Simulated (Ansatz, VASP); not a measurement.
## LiCl in VASP and in Ansatz

The input INCAR:

```
SYSTEM = LiCl
ALGO = Normal
EDIFF = 1E-6
ENCUT = 520
GGA = PE
ISIF = 2
ISMEAR = 0
LASPH = .True.
LCHARG = .True.
LELF = .True.
LREAL = .False.
LVHAR = .True.
LWAVE = .False.
NBANDS = 12
NELM = 60
PREC = Accurate
SIGMA = 0.05
```

File KPOINTS:

```
k-points
0
Gamma
  8 8 8
  0 0 0
```

Contents of POSCAR:

```
LiCl
1.0
    0.0000000000      2.5647600000      2.5262886000
    2.5647600000      0.0000000000      2.5262886000
    2.5647600000      2.5647600000      0.0000000000
Li Cl
1 1
Direct
    0.0000000000      0.0000000000      0.0000000000
    0.5000000000      0.5000000000      0.5000000000
```

Input for Ansatz:

```yaml
crystal:
  lattice:
    - [0.0, 2.56476, 2.5262886]
    - [2.56476, 0.0, 2.5262886]
    - [2.56476, 2.56476, 0.0]
  atoms:
    - { symbol: Li, position: [0.0, 0.0, 0.0] }
    - { symbol: Cl, position: [0.5, 0.5, 0.5] }
basis:
  ecutwfc: 420
kpoints:
  mp_grid: { grid: [8, 8, 8] }
hamiltonian:
  xc: pbe
scf:
  occupations: { method: gaussian, width: 0.05 }
output:
  forces: true
  stress: true
  eigenvalues: true
```

Change from the starting cell: strain +0.000 along x and y, -0.015 along z, atoms carried along.

Alike in both runs: task single point; functional PBE; k mesh 8 × 8 × 8; occupations gaussian, width 0.05 eV; no spin polarisation.

|  | VASP | Ansatz |
| --- | --- | --- |
| version | VASP 6.6.1 | Ansatz 0.2.0 |
| potentials or method | VASP PAW PBE potentials, release 64 (Li_sv, Cl) | scalar-relativistic, plane waves, PAW |
| plane-wave cutoff (eV) | 520 | 420 |
| valence electrons in the cell | 10 | 10 |

```tsv
	VASP	Ansatz	Ansatz less VASP
gap on the k mesh at the Fermi level (eV)	6.41	6.40	-0.013
least direct gap on the mesh (eV)	6.41	6.40	-0.013
```

 A k mesh can miss the band edges.
